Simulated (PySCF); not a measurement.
Isomers of C4H6O side by side.

PySCF, wB97X-D/def2-SVPD, density fitting, gas phase; each molecule at its own PBE0-D3(BJ)/def2-SVP geometry, one conformer. Singlet excitations by full TDDFT with frozen cores, triplets by Tamm–Dancoff TDDFT and ionisation energies by ΔSCF, from the lowest of the holes tried. 

Torsions of the conformers computed, which needn't be the lowest (atom-mapped SMILES):
- `[CH3:1]/[CH:2]=[CH:3]/[CH:4]=[O:5]`: C2–C3–C4–O5 -178°
- `[CH3:1][CH2:2][CH:3]=[C:4]=[O:5]`: C1–C2–C3–C4 114°
- `[CH2:1]=[CH:2][C:3]([CH3:4])=[O:5]`: C1–C2–C3–C4 0°
- `[CH2:1]=[C:2]=[CH:3][CH2:4][OH:5]`: C2–C3–C4–O5 -123°, H–O5–C4–C3 58°

Reference: `C/C=C/C=O`, with HOMO energy -9.40 eV, LUMO energy 0.11 eV, lowest singlet excitation 3.92 eV, lowest triplet excitation 3.42 eV, mean polarisability 56.6 au, dipole moment 4.27 D and vertical ionisation energy 9.72 eV.

Changes against it:

```csv
molecule,Δ electronic energy (kcal/mol),Δ HOMO energy (eV),Δ LUMO energy (eV),Δ lowest singlet excitation (eV),Δ lowest triplet excitation (eV),Δ mean polarisability (au),Δ dipole moment (D),Δ vertical ionisation energy (eV)
C1=CCOC1,+7.6,+0.76,+1.95,+2.36,+0.94,-6.9,-2.64,-0.67
C=C=CCO,+29.2,-0.04,+1.64,+2.00,+1.20,+1.6,-2.61,+0.01
```

Rows whose labels were lost:

```tsv
row	Δ electronic energy (kcal/mol)	Δ HOMO energy (eV)	Δ LUMO energy (eV)	Δ lowest singlet excitation (eV)	Δ lowest triplet excitation (eV)	Δ mean polarisability (au)	Δ dipole moment (D)	Δ vertical ionisation energy (eV)
P	-1.0	+0.01	-0.09	-0.06	-0.06	-3.3	-0.83	-0.05
Q	+3.8	+0.90	+0.82	-0.31	-0.13	-3.6	-2.28	-0.75
```

Question: Which row belongs to which of `CCC=C=O` and `C=CC(C)=O`?

Answer: P = `C=CC(C)=O` and Q = `CCC=C=O`. P and Q are told apart most clearly by the dipole moment (-0.83 against -2.28 D).

wB97X-D is run here without its empirical dispersion term; that term would change no orbital, density or response property at a fixed geometry.
